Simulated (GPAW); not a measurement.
# MnS (Fm-3m) in GPAW: band structure with r2SCAN

Aim: the band structure of MnS with r2SCAN.

Program: GPAW 26.7.0. These are calculated values, not measurements. Logs are shortened: lines on timing, memory, paths and dates and some standing lists are left out, and cuts for length are marked. The log counts tension as positive stress, the text compression.

## Step 1: The crystal as given

It takes space group Fm-3m (No. 225, cubic). The conventional cell has a = 5.209 Å, b = 5.209 Å, c = 5.209 Å, α = 90.00°, β = 90.00°, γ = 90.00°. Mn (site symmetry m-3m) is surrounded by 6 S at 2.60 Å. S (site symmetry m-3m) is surrounded by 6 Mn at 2.60 Å.

## Step 2: Band structure, r2SCAN, collinear spin, ferromagnetic start

run.py reads:

```python
from ase.dft.bandgap import bandgap
from ase.io import read, write
from ase.units import Bohr, GPa
from gpaw import GPAW, PW
from gpaw.elf import elf_from_dft_calculation

atoms = read('MnS.xyz')
atoms.set_initial_magnetic_moments([4.0, 0.0])

calc = GPAW(mode=PW(600),
            xc='MGGA_X_R2SCAN+MGGA_C_R2SCAN',
            kpts={'size': (9, 9, 9), 'gamma': True},
            occupations={'name': 'fermi-dirac', 'width': 0.05},
            nbands=21,
            convergence={'density': 1e-05, 'energy': 1e-05},
            maxiter=150,
            txt='gpaw.txt')
atoms.calc = calc
energy = atoms.get_potential_energy()
forces = atoms.get_forces()
stress = atoms.get_stress()
calc.write('gs.gpw')
write('result.traj', atoms)
print(f'Energy: {energy:.6f} eV')
print('Forces (eV/A):')
print(forces.round(4))
print('Stress (GPa):', (stress / GPa).round(3))
print('Moments:', calc.get_magnetic_moments().round(3))
print('Fermi level:', round(calc.get_fermi_level(), 4), 'eV')
print(f'Gap: {bandgap(calc)[0]:.4f} eV, direct: {bandgap(calc, direct=True)[0]:.4f} eV')

# fields on the real-space grid
write('density.cube', atoms, data=calc.get_pseudo_density() * Bohr**3)
write('potential.cube', atoms, data=calc.get_electrostatic_potential())
write('spin.cube', atoms, data=(calc.get_pseudo_density(spin=0) - calc.get_pseudo_density(spin=1)) * Bohr**3)
write('elf.cube', atoms, data=elf_from_dft_calculation(calc).data)

path = atoms.cell.bandpath('GXWKGLUWLK,UX', npoints=60, eps=1e-4)
bs_calc = calc.fixed_density(kpts=path, symmetry='off', nbands=32,
                             convergence={'bands': 'CBM+6.0', 'eigenstates': 1e-6}, txt='bands.txt')
bs = bs_calc.band_structure()
bs.write('bs.json')
print(f'Gap on the path: {bandgap(bs_calc)[0]:.4f} eV')
```

MnS.xyz reads:

```xyz
2
Lattice="0.0000000000 2.6045000000 2.6045000000 2.6045000000 0.0000000000 2.6045000000 2.6045000000 2.6045000000 0.0000000000" Properties=species:S:1:pos:R:3 pbc="T T T"
Mn     0.0000000000      0.0000000000      0.0000000000
S      2.6045000000      2.6045000000      2.6045000000
```

Potentials or basis: GPAW PAW data sets (gpaw-data 1.2.1), pw.

Run with:

```sh
$ OMP_NUM_THREADS=1 python run.py
```

gpaw.txt:

```text
__  _  _
 | _ |_)|_||  |
 |__||  | ||/\| - 26.7.0

Input parameters:
  mode=PW(ecut=600.0),
  convergence={'density': 1e-05, 'energy': 1e-05},
  kpts=MonkhorstPack(size=(9, 9, 9), gamma=True),
  maxiter=150,
  nbands=21,
  occupations=Occupations(name='fermi-dirac', width=0.05),
  xc=XC(name='MGGA_X_R2SCAN+MGGA_C_R2SCAN')

Diagonalizing LCAO Hamiltonian
Converting LCAO to pw mode

               S

       Mn

Atoms  # Å, Bohr magnetons
|   | symbol |        x |        y |        z |    initial magnetic moments |
|---|--------|----------|----------|----------|-----------------------------|
| 0 |     Mn | 0.000000 | 0.000000 | 0.000000 | ( 0.0000,  0.0000,  4.0000) |
| 1 |      S | 2.604500 | 2.604500 | 2.604500 | ( 0.0000,  0.0000,  0.0000) |

Unit cell  # Å
| periodic |        x |        y |        z |  lengths |    angles |
|----------|----------|----------|----------|----------|-----------|
|      yes | 0.000000 | 2.604500 | 2.604500 | 3.683319 | 60.000000 |
|      yes | 2.604500 | 0.000000 | 2.604500 | 3.683319 | 60.000000 |
|      yes | 2.604500 | 2.604500 | 0.000000 | 3.683319 | 60.000000 |

Number of symmetries: 48
Symmetry operations  # r_c * U_cc + t_c -> r_c
|    | kind |            matrix            |
|----|------|------------------------------|
|  0 |  σ   |  1, 0, 0,  1, 0,-1,  1,-1, 0 |
|  1 |  C2  |  1, 0, 0,  1,-1, 0,  1, 0,-1 |
|  2 |  E   |  1, 0, 0,  0, 1, 0,  0, 0, 1 |
|  3 |  σ   |  1, 0, 0,  0, 0, 1,  0, 1, 0 |
|  4 |  C4  |  1, 0,-1,  1, 0, 0,  1,-1, 0 |
|  5 |  S6  |  1, 0,-1,  1,-1, 0,  1, 0, 0 |
|  6 |  σ   |  1, 0,-1,  0, 1,-1,  0, 0,-1 |
|  7 |  C3  |  1, 0,-1,  0, 0,-1,  0, 1,-1 |
|  8 |  S6  |  1,-1, 0,  1, 0, 0,  1, 0,-1 |
|  9 |  C4  |  1,-1, 0,  1, 0,-1,  1, 0, 0 |
| 10 |  C3  |  1,-1, 0,  0,-1, 1,  0,-1, 0 |
| 11 |  σ   |  1,-1, 0,  0,-1, 0,  0,-1, 1 |
| 12 |  σ   |  0, 1, 0,  1, 0, 0,  0, 0, 1 |
| 13 |  C4  |  0, 1, 0,  0, 1,-1, -1, 1, 0 |
| 14 |  C3  |  0, 1, 0,  0, 0, 1,  1, 0, 0 |
| 15 |  S6  |  0, 1, 0, -1, 1, 0,  0, 1,-1 |
| 16 |  C2  |  0, 1,-1,  1, 0,-1,  0, 0,-1 |
| 17 |  σ   |  0, 1,-1,  0, 1, 0, -1, 1, 0 |
| 18 |  S4  |  0, 1,-1,  0, 0,-1,  1, 0,-1 |
| 19 |  C4  |  0, 1,-1, -1, 1, 0,  0, 1, 0 |
| 20 |  C3  |  0, 0, 1,  1, 0, 0,  0, 1, 0 |
| 21 |  σ   |  0, 0, 1,  0, 1, 0,  1, 0, 0 |
| 22 |  S6  |  0, 0, 1,  0,-1, 1, -1, 0, 1 |
| 23 |  C4  |  0, 0, 1, -1, 0, 1,  0,-1, 1 |
| 24 |  S4  |  0, 0,-1,  1, 0,-1,  0, 1,-1 |
| 25 |  C3  |  0, 0,-1,  0, 1,-1,  1, 0,-1 |
| 26 |  C2  |  0, 0,-1,  0,-1, 0, -1, 0, 0 |
| 27 |  S6  |  0, 0,-1, -1, 0, 0,  0,-1, 0 |
| 28 |  S4  |  0,-1, 1,  1,-1, 0,  0,-1, 0 |
| 29 |  C4  |  0,-1, 1,  0, 0, 1, -1, 0, 1 |
| 30 |  C2  |  0,-1, 1,  0,-1, 0,  1,-1, 0 |
| 31 |  σ   |  0,-1, 1, -1, 0, 1,  0, 0, 1 |
| 32 |  C3  |  0,-1, 0,  1,-1, 0,  0,-1, 1 |
| 33 |  S6  |  0,-1, 0,  0, 0,-1, -1, 0, 0 |
| 34 |  S4  |  0,-1, 0,  0,-1, 1,  1,-1, 0 |
| 35 |  C2  |  0,-1, 0, -1, 0, 0,  0, 0,-1 |
| 36 |  C2  | -1, 1, 0,  0, 1, 0,  0, 1,-1 |
| 37 |  S6  | -1, 1, 0,  0, 1,-1,  0, 1, 0 |
| 38 |  S4  | -1, 1, 0, -1, 0, 1, -1, 0, 0 |
| 39 |  C3  | -1, 1, 0, -1, 0, 0, -1, 0, 1 |
| 40 |  S6  | -1, 0, 1,  0, 0, 1,  0,-1, 1 |
| 41 |  C2  | -1, 0, 1,  0,-1, 1,  0, 0, 1 |
| 42 |  C3  | -1, 0, 1, -1, 1, 0, -1, 0, 0 |
| 43 |  S4  | -1, 0, 1, -1, 0, 0, -1, 1, 0 |
| 44 |  C2  | -1, 0, 0,  0, 0,-1,  0,-1, 0 |
| 45 |  i   | -1, 0, 0,  0,-1, 0,  0, 0,-1 |
| 46 |  σ   | -1, 0, 0, -1, 1, 0, -1, 0, 1 |
| 47 |  C2  | -1, 0, 0, -1, 0, 1, -1, 1, 0 |

BZ-sampling:
  Number of BZ points: 729
  Number of IBZ points: 35

  Monkhorst-Pack size: [9, 9, 9]
  Monkhorst-Pack shift: [0, 0, 0]

K-points  # in reciprocal-cell coordinates
|     |                                coordinates |     weight |
|-----|--------------------------------------------|------------|
|   0 | (  0.00000000,   0.00000000,   0.00000000) | 0.00137174 |
|   1 | (  0.11111111,   0.11111111,   0.00000000) | 0.00823045 |
|   2 | (  0.11111111,   0.11111111,   0.11111111) | 0.01097394 |
|   3 | (  0.22222222,   0.11111111,   0.11111111) | 0.01646091 |
|   4 | (  0.22222222,   0.22222222,   0.00000000) | 0.00823045 |
|   5 | (  0.22222222,   0.22222222,   0.11111111) | 0.03292181 |
|   6 | (  0.22222222,   0.22222222,   0.22222222) | 0.01097394 |
|   7 | (  0.33333333,   0.22222222,   0.11111111) | 0.03292181 |
|   8 | (  0.33333333,   0.22222222,   0.22222222) | 0.03292181 |
|   9 | (  0.33333333,   0.33333333,  -0.33333333) | 0.01646091 |
| ... |                                            |            |
|  34 | (  0.44444444,   0.44444444,   0.44444444) | 0.01097394 |

Plane wave coefficients: 1243
Cutoff: 600.0 eV

Spin-components: 2 (collinear spins)
Bands:           21
Projectors:      11
Spin-degeneracy: 1
Datatype:        complex128

Parallelization:
  kpt:    1
  domain: 1
  band:   1

Density:
  Valence electrons: 21.0
  Components: 2
  Grid points: [21 21 21]
  Charge: 0.0  # |e|

Potential:
  Grid points: [21 21 21]

species:
  Mn:
    name:    Manganese
    Z:       25.0
    valence: 15
    core:    10
    charge:  0.0  # [|e|]
    compensation charges:
      type: gauss
      rc: 0.38  # [Å]
      lmax: 2
    cutoffs:
      filter: 2.14  # [Å]
      core: 0.86  # [Å]
    projectors
    | kind |    occ | energy [eV] | rcut [Å] |
    |------|--------|-------------|----------|
    |   3s |  2.000 |     -85.859 |    1.275 |
    |   4s |  2.000 |      -5.106 |    1.275 |
    |   3p |  6.000 |     -54.597 |    1.281 |
    |   4p |  0.000 |      -1.371 |    1.281 |
    |   3d |  5.000 |      -6.771 |    1.138 |
    |    d |        |      20.441 |    1.138 |

    Using partial waves for Mn as LCAO basis

  S:
    name:    Sulfur
    Z:       16.0
    valence: 6
    core:    10
    charge:  0.0  # [|e|]
    compensation charges:
      type: gauss
      rc: 0.24  # [Å]
      lmax: 2
    cutoffs:
      filter: 1.77  # [Å]
      core: 1.66  # [Å]
    projectors
    | kind |    occ | energy [eV] | rcut [Å] |
    |------|--------|-------------|----------|
    |   3s |  2.000 |     -17.254 |    0.974 |
    |   3p |  4.000 |      -7.008 |    0.979 |
    |    s |        |       9.957 |    0.974 |
    |    p |        |      20.203 |    0.979 |
    |    d |        |       0.000 |    0.900 |

    Using partial waves for S as LCAO basis

Reference energy: -42371.707970  # eV

eigensolver:
  PPCG
  Converge bands: occupied
  niter=2

density mixing:
  MSR1-Mixer
  Pratt-step length: 0.05
  Maximum mixing coefficient: 0.75
  Old densities: 10
  SVD Regularization: 0.005
  Good broyden scale: 1.0
  Trust region scale: 1.0
  Backstep threshold: 4.0
  History deletion threshold: 6.0
  Fourier metric: weight=20.0, sigma=0.015

occupation numbers:
  Fermi-Dirac:
    width: 0.0500  # eV

poisson solver:
  ecut: 4800.0  # eV

xc functional:
  name: MGGA_X_R2SCAN+MGGA_C_R2SCAN with 2 nearest neighbor stencil

convergence criteria:
- Maximum integral of absolute [dens]ity change: 1e-05 electrons / valence electron
- Maximum [total energy] change in last 3 cyles: 1e-05 eV / valence electron
- Maximum integral of absolute [eigenst]ate change: 4e-08 eV^2 / valence electron
maximum number of iterations: 150

SCF iterations
|iter     | |      energy | eigst |  dens |  magmom |
|---------|-|-------------|-------|-------|---------|
|iter:   1| |  -28.362035 | +0.02 |       |  +4.0039|
|iter:   2| |  -24.361416 | -1.62 | -1.06 |  +4.0462|
|iter:   3| |-79458.267477 | +5.53 | -1.03 | +64.5556|
|iter:   4| |  -21.580112 | +2.38 | +1.10 |  +4.7709|
|iter:   5| |  -24.506328 | +0.48 | -0.74 |  +4.5337|
|iter:   6| |  -24.644666 | -1.46 | -1.51 |  +4.8855|
|iter:   7| |  -24.623373 | -3.22 | -1.68 |  +4.8878|
|iter:   8| |  -24.617538 | -3.45 | -1.92 |  +4.9704|
|iter:   9| |  -24.617829 | -5.09 | -2.61 |  +4.9672|
|iter:  10| |  -24.617843 | -5.35 | -2.72 |  +4.9681|
|iter:  11| |  -24.617838c| -6.24 | -3.24 |  +4.9659|
|iter:  12| |  -24.617842c| -6.42 | -3.34 |  +4.9656|
|iter:  13| |  -24.617842c| -7.56c| -4.32 |  +4.9653|
|iter:  14| |  -24.617843c| -8.09c| -5.20c|  +4.9653|

Converged in 14 steps
Energy contributions relative to reference atoms: (reference = -42371.707970)

Energy contributions:
  Kinetic:          22.284010
  Coulomb:         -18.169764
  Zero:              0.051175
  External:          0.000000
  Xc:              -28.781757
  Entropy:          -0.003011
  Spinorbit:         0.000000
  ----------------------------
  Free energy:     -24.619348
  Extrapolated:    -24.617843

dipole moment: (-11.394756, -11.394756, -11.394756)  # |e|*Ang

Total magnetic moment: (0.000000, 0.000000, 4.965347)

Local magnetic moments
|        x |        y |        z |
|----------|----------|----------|
| 0.000000 | 0.000000 | 4.390519 |  # Mn   0
| 0.000000 | 0.000000 | 0.138643 |  # S    1

Fermi level: 7.167
Eigenvalues  # (at kpt = [0.000, 0.000, 0.000])
| band index |      eig [eV] | occ [0-1] |      eig [eV] | occ [0-1] |
|------------|---------------|-----------|---------------|-----------|
|          0 |       -78.525 |     1.000 |       -72.198 |     1.000 |
|        ... |               |           |               |           |
|          3 |       -46.065 |     1.000 |       -39.799 |     1.000 |
|          4 |        -8.234 |     1.000 |        -7.867 |     1.000 |
|          5 |         3.086 |     1.000 |         5.291 |     1.000 |
|          6 |         3.086 |     1.000 |         5.291 |     1.000 |
|          7 |         3.086 |     1.000 |         5.291 |     1.000 |
|          8 |         3.161 |     1.000 |         8.178 |     0.000 |
|          9 |         3.161 |     1.000 |         8.178 |     0.000 |
|         10 |         4.963 |     1.000 |         8.178 |     0.000 |
|         11 |         4.963 |     1.000 |         8.178 |     0.000 |
|         12 |         4.963 |     1.000 |         8.178 |     0.000 |
|         13 |         9.098 |     0.000 |        10.691 |     0.000 |
|         14 |        15.852 |     0.000 |        17.360 |     0.000 |
|         15 |        15.852 |     0.000 |        17.360 |     0.000 |
|         16 |        15.852 |     0.000 |        17.360 |     0.000 |
|         17 |        18.151 |     0.000 |        18.708 |     0.000 |
|        ... |               |           |               |           |
|         20 |        19.681 |     0.000 |        22.007 |     0.000 |

No gap
No difference between direct/indirect transitions

Forces  # eV/Ang
|       x |       y |        z |
|---------|---------|----------|
| 0.00000 | 0.00000 | -0.00000 |  # Mn   0
| 0.00000 | 0.00000 |  0.00000 |  # S    1

Stress tensor  # eV/Ang^3
|         x |         y |         z |
|-----------|-----------|-----------|
| -0.005911 | -0.000000 | -0.000000 |
| -0.000000 | -0.005911 | -0.000000 |
| -0.000000 | -0.000000 | -0.005911 |

# Writing to gs.gpw (mode='')
```

Run time: 4.9 min. Hardware: 1 thread of Arm Neoverse V1, shared host; peak memory 0.39 GiB.

What came out:

```yaml
Free_energy: -24.6193 eV
Pressure: 0.9 GPa
Band_gap_along_the_path: none (metal or under the smearing width)
Net_moment: 4.97 μB per cell
Site_moments: Mn +4.39; S +0.14 μB
```

Levels at the corners of the path, in eV from the Fermi level:
Spin up:
| point | band 10 | band 11 | band 12 | band 13 | band 14 | band 15 | band 16 |
| --- | --- | --- | --- | --- | --- | --- | --- |
| Γ | -4.01 | -2.20 | -2.20 | -2.20 | 1.93 | 8.68 | 8.68 |
| X | -3.77 | -3.46 | -3.46 | -2.94 | 0.82 | 5.50 | 10.66 |
| W | -3.31 | -3.31 | -3.13 | -2.57 | 4.13 | 6.86 | 7.32 |
| K | -3.53 | -3.23 | -2.85 | -1.88 | 2.51 | 6.32 | 8.73 |
| Γ | -4.01 | -2.20 | -2.20 | -2.20 | 1.93 | 8.68 | 8.68 |
| L | -3.59 | -3.15 | 0.01 | 0.01 | 2.96 | 5.46 | 5.46 |
| U | -3.53 | -3.23 | -2.85 | -1.88 | 2.51 | 6.32 | 8.73 |
| W | -3.31 | -3.31 | -3.13 | -2.57 | 4.13 | 6.86 | 7.32 |
| L | -3.59 | -3.15 | 0.01 | 0.01 | 2.96 | 5.46 | 5.46 |
| K | -3.53 | -3.23 | -2.85 | -1.88 | 2.51 | 6.32 | 8.73 |
| U | -3.53 | -3.23 | -2.85 | -1.88 | 2.51 | 6.32 | 8.73 |
| X | -3.77 | -3.46 | -3.46 | -2.94 | 0.82 | 5.50 | 10.66 |
Spin down:
```tsv
point	band 4	band 5	band 6	band 7	band 8	band 9	band 10	band 11	band 12	band 13
Γ	-46.97	-15.03	-1.88	-1.88	-1.88	1.01	1.01	1.01	1.01	1.01
X	-46.97	-13.51	-5.94	-3.48	-3.48	-0.30	1.53	2.35	2.50	2.50
W	-46.97	-13.42	-5.08	-5.08	-4.39	1.79	1.79	1.90	2.36	2.50
K	-46.97	-13.46	-5.51	-5.05	-3.60	0.91	2.31	2.34	2.44	2.47
Γ	-46.97	-15.03	-1.88	-1.88	-1.88	1.01	1.01	1.01	1.01	1.01
L	-46.97	-13.71	-6.69	-3.52	-3.52	2.20	2.20	2.38	3.74	4.14
U	-46.97	-13.46	-5.51	-5.05	-3.60	0.91	2.31	2.34	2.44	2.47
W	-46.97	-13.42	-5.08	-5.08	-4.39	1.79	1.79	1.90	2.36	2.50
L	-46.97	-13.71	-6.69	-3.52	-3.52	2.20	2.20	2.38	3.74	4.14
K	-46.97	-13.46	-5.51	-5.05	-3.60	0.91	2.31	2.34	2.44	2.47
U	-46.97	-13.46	-5.51	-5.05	-3.60	0.91	2.31	2.34	2.44	2.47
X	-46.97	-13.51	-5.94	-3.48	-3.48	-0.30	1.53	2.35	2.50	2.50
```

Caveat: the PAW data sets were made with another functional, which shifts forces and pressure a little; a cell with one magnetic atom can't hold antiferromagnetic order, which such compounds often take; semilocal functionals often make such compounds metallic where correlation or magnetic order opens a gap, which also shifts bond lengths.
